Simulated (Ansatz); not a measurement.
# MoS2: the cost of one run

Program: Ansatz 0.2.0. Level of theory: DFT PBE+D3(BJ), scalar-relativistic, plane waves, PAW. These are calculated values, not measurements.

5 further runs of the same task are left out: 1 that didn't finish, 4 set aside as unsound or not needed.

## (1) The structure to begin with

It takes space group P-3m1 (No. 164, trigonal). The conventional cell has a = 3.149 Å, b = 3.149 Å, c = 12.094 Å, α = 90.00°, β = 90.00°, γ = 120.00°. Mo (site symmetry 3m) has 6 S at 2.40 Å as nearest neighbours. S (site symmetry 3m) has 3 Mo at 2.40 Å as nearest neighbours.

Structure file:

```
Mo S
1.0
     3.14929    0.00000    0.00000
    -1.57464    2.72736    0.00000
     0.00000    0.00000   12.09389
Mo S
2 4
Direct
  0.66667 0.33333 0.24978
  0.33333 0.66667 0.75022
  0.33333 0.66667 0.37926
  0.66667 0.33333 0.87969
  0.33333 0.66667 0.12031
  0.66667 0.33333 0.62074
```

It goes back to an entry of the Materials Project, which need not be the stable form.

This cell was relaxed beforehand with the same method: volume 17.31 Å³/atom, gap on the mesh 0.79 eV.

## (2) Band edges over the zone

Input file input.yaml:

```yaml
crystal:
  lattice:
    - [3.1492859261, 0.0, 0.0]
    - [-1.5746429631, 2.7273616158, 0.0]
    - [0.0, 0.0, 12.0938862292]
  atoms:
    - { symbol: Mo, position: [0.6666666667, 0.3333333333, 0.249782775] }
    - { symbol: Mo, position: [0.3333333333, 0.6666666667, 0.750217225] }
    - { symbol: S, position: [0.3333333333, 0.6666666667, 0.3792579737] }
    - { symbol: S, position: [0.6666666667, 0.3333333333, 0.8796916104] }
    - { symbol: S, position: [0.3333333333, 0.6666666667, 0.1203083896] }
    - { symbol: S, position: [0.6666666667, 0.3333333333, 0.6207420263] }
basis:
  ecutwfc: 420
kpoints:
  mp_grid: { grid: [12, 12, 4] }
  band_path: { path: [VBM, CBM], npoints: 2 }
hamiltonian:
  xc: pbe
  dispersion: d3bj
scf:
  occupations: { method: gaussian, width: 0.02 }
output:
  forces: true
  stress: true
  eigenvalues: true
checkpoint:
  read: start.run
  write: ck
  compress: false
  write_wavefunctions: false
  write_every: 100000
```

Run with:

```
> ansatz run input.yaml --threads 1 --pin off --max-ram 2560MiB --backend cpu --events-out ev --progress --plain --runs-dir out
```

Q: Estimate wall time and peak memory on 1 thread of Intel Xeon 6975P-C (Granite Rapids), shared host.

About 18 s, with a peak of 0.48 GiB.
